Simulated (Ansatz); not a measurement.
Wanted: the native input for an Ansatz 0.2.0 run.

* Task: density of states
* Functional: PBEsol
* Potentials or basis: Ansatz PAW
* Cutoff: 420 eV (not typed: the program's choice for these potentials)
* k mesh: 8 × 8 × 8
* Occupations: fermi-dirac, width 0.05 eV
* Spin: no spin polarisation

Crystal: PbO2.

```
Pb O
1.0
     0.00000    2.70199    2.70199
     2.70199    0.00000    2.70199
     2.70199    2.70199    0.00000
Pb O
1 2
Direct
  0.00000 0.00000 0.00000
  0.75000 0.75000 0.75000
  0.25000 0.25000 0.25000
```

The cell comes from a database or a generator and needn't be the stable form of this composition.

The input as run:

input.yaml

```yaml
crystal:
  lattice:
    - [0.0, 2.701992, 2.701992]
    - [2.701992, 0.0, 2.701992]
    - [2.701992, 2.701992, 0.0]
  atoms:
    - { symbol: Pb, position: [0.0, 0.0, 0.0] }
    - { symbol: O, position: [0.75, 0.75, 0.75] }
    - { symbol: O, position: [0.25, 0.25, 0.25] }
hamiltonian:
  xc: pbesol
  pseudopotentials: { kind: paw }
kpoints:
  mp_grid: { grid: [8, 8, 8] }
scf:
  occupations: { method: fermi_dirac, width: 0.05 }
  n_extra_bands: 7
output:
  forces: true
  stress: true
  eigenvalues: true
  dos: { projected: false, de: 0.05, nscf_kmesh: { grid: [12, 12, 12] } }
```

Potentials or basis: Ansatz PAW.

Command:

```bash
$ ansatz run input.yaml --threads 2 --pin off --max-ram 5632MiB --backend cpu --events-out ev --progress --plain --runs-dir out
```

It gave:

The pressure is -5.6 GPa. The band gap on the k mesh is none (metal or under the smearing width). The density of states at the Fermi level is 0.11 states/eV per cell.

Caveat: the pressure holds a Pulay correction of +0.7 GPa for the finite cutoff; the PAW data sets come from PBE, with cores solved anew for the run's functional, which leaves a small shift of forces and pressure.

Run time: 1.8 s on 2 threads of AMD EPYC 7R43 64-Core Processor (Zen 3), on a shared host, peak memory 0.36 GiB.
